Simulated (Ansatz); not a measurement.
Electric field gradients in TiO₂

The cell is a COD entry (perhaps calculated rather than measured), ions relaxed with r2SCAN at fixed cell.

Space group P3_121 (No. 152); a = 5.2910, c = 6.1330 Å, γ = 120.00°.

| site | Wyckoff | site symmetry | x | y | z |
| --- | --- | --- | --- | --- | --- |
| Ti | 3a | .2. | 0.4550 | 0.0000 | 0.3333 |
| O | 6c | 1 | 0.4087 | 0.2926 | 0.2278 |

One atom of each set is listed.

Method: Kohn–Sham DFT in Ansatz, r2SCAN, plane waves and PAW, scalar-relativistic, 500 eV cutoff, Γ-centred 6×6×5 k-points, Fermi–Dirac smearing 0.01 eV.

Conventions: |V_zz| ≥ |V_yy| ≥ |V_xx|, η = (V_xx − V_yy)/V_zz, C_Q = eQV_zz/h.

47Ti: I = 5/2, Q = 302.0 mb; O-17: I = 5/2, Q = -25.58 mb. Q values from Pyykkö, Mol. Phys. 116, 1328 (2018).

Task: Give the quadrupolar parameters of the distinct sites.

Result: 

| site | atoms | first shell | V_xx, V_yy, V_zz (10²¹ V/m²) | η | C_Q (MHz) |
| --- | --- | --- | --- | --- | --- |
| Ti | 3 | 4 O at 1.80–1.81 Å | 1.05, 1.24, -2.29 | 0.08 | -16.7 |
| O | 6 | 2 Ti at 1.80–1.81 Å, angle 137° | -0.63, -0.92, 1.55 | 0.19 | -0.956 |

At O V_zz runs parallel to the line that joins its two neighbours (within 5°).

The relaxation (6 steps) took 2.9 min of wall time (2.9 min of CPU time) and 0.78 GiB at its peak, on 1 thread of Arm Neoverse V2 (aarch64; 8 cores open to the job, memory cap 3.0 GiB, no GPU), a shared host with a load of 0.5 a core.
